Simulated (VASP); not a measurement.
Here is a VASP 6.6.1 calculation.

File POSCAR:

```
BN
1.0
    0.0000000000      1.8075000000      1.8075000000
    1.8075000000      0.0000000000      1.8075000000
    1.8075000000      1.8075000000      0.0000000000
B N
1 1
Direct
    0.0000000000      0.0000000000      0.0000000000
    0.7500000000      0.7500000000      0.7500000000
```

Contents of INCAR.step1:

```
PREC = Accurate
ENCUT = 520
ISMEAR = -1
SIGMA = 0.02
LREAL = False
LASPH = True
NELM = 100
NBANDS = 11
GGA = PE
ALGO = Normal
EDIFF = 1E-4
LWAVE = True
LCHARG = False
```

File INCAR.step2:

```
PREC = Accurate
ENCUT = 520
EDIFF = 1E-8
ISMEAR = -1
SIGMA = 0.02
LREAL = False
LASPH = True
NELM = 100
ALGO = Normal
ISIF = 2
LWAVE = False
LCHARG = False
METAGGA = R2SCAN
LMIXTAU = True
LEFG = True
NBANDS = 11
ISTART = 1
```

KPOINTS

```
regular mesh
0
Gamma
  11 11 11
```

Potentials or basis: VASP PAW PBE potentials, release 64 (B, N).

Run with:

```console
$ cat potpaw_PBE.64/B/POTCAR potpaw_PBE.64/N/POTCAR > POTCAR
$ cp INCAR.step1 INCAR
$ mpirun -np 1 vasp_std > vasp.out
$ cp INCAR.step2 INCAR
$ mpirun -np 1 vasp_std > vasp.out
```

**Question.** Predict the pressure.

**Answer.** -0.6 GPa.

**Question.** Estimate the band gap on the k mesh.

**Answer.** 5.08 eV, indirect (least direct gap 9.53 eV).

Caveat: without QUAD_EFG the Cq values of the log hold for a quadrupole moment of 1 mb, not for the nuclei; the PAW data sets were made with another functional, which shifts forces and pressure a little.

**Experimental background.**

From a printed reference work, monograph, for a bulk crystal of BN at 300 K: band gap 6.4 eV (indirect).

A measured gap of BN is 6.4 eV (indirect; 300 K; a printed reference work, monograph); the calculated 5.08 eV misses it by -1.32 eV. The value is that of r2SCAN on a finite k mesh, which can miss the band edges, without temperature or zero-point motion.
